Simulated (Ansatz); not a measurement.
`BB1CN1` + acetic acid → `BOC(C)=O` + `B1CN1` at 400 K and 1 bar (cleavage of the B–B bond).

Computed with Ansatz on PBE0-D4/def2-TZVP structures; ΔE is electronic, products minus reactants. CCSD(T)/CBS adds triple-zeta CCSD(T) − MP2 to the extrapolated MP2 energy (def2 sets, frozen cores). This one scheme is used for every species. One conformer a species, not always the lowest.

```json
{"species": "`BB1CN1`", "CCSD(T)/CBS energy (Eh)": "-145.29038", "H − E (kJ/mol)": "198.0", "S (J/(mol·K))": "321.6"}
{"species": "`CC(=O)O`", "CCSD(T)/CBS energy (Eh)": "-228.87529", "H − E (kJ/mol)": "185.0", "S (J/(mol·K))": "309.7"}
{"species": "`BOC(C)=O`", "CCSD(T)/CBS energy (Eh)": "-254.28820", "H − E (kJ/mol)": "220.2", "S (J/(mol·K))": "347.4"}
{"species": "`B1CN1`", "CCSD(T)/CBS energy (Eh)": "-119.91915", "H − E (kJ/mol)": "159.9", "S (J/(mol·K))": "273.3"}
```

H − E and S are ideal-gas, rigid-rotor, harmonic terms from PBE0-D4/def2-TZVP, for one conformer and one mirror image of each species. 1 Eh = 2625.50 kJ/mol, R = 8.31446 J/(mol·K).

Question: By hand: ΔE, ΔH, ΔS and ΔG.

Answer: ΔE = (-254.28820) + (-119.91915) − (-145.29038) − (-228.87529) = -0.04168 Eh = -109.4 kJ/mol. Δ(H − E) = 220.2 + 159.9 − 198.0 − 185.0 = -2.9, so ΔH = -112.3 kJ/mol. ΔS = 347.4 + 273.3 − 321.6 − 309.7 = -10.6 J/(mol·K). ΔG = -112.3 − 400 × (-10.6)/1000 = -108.1 kJ/mol.

Question: By hand: the equilibrium constant, and the temperature at which ΔG would vanish if ΔH and ΔS stayed fixed.

Answer: log₁₀ K = −ΔG/(RT ln 10) = 14.1. ΔG = 0 at ΔH/ΔS = 10594 K, far beyond where these terms or the molecules hold.

The number of gas molecules stays the same, so ΔS is small and ΔH decides. A doubt of 5 kJ/mol in ΔE shifts log₁₀ K by 0.7 here. Other conformers and mirror images would add mixing entropy, several J/(mol·K) or more a flexible species. These are equilibria of isolated gas molecules and say nothing of rates. Largest T1 diagnostic: 0.015 (customary marks: 0.02 for closed shells, 0.045 for open ones).
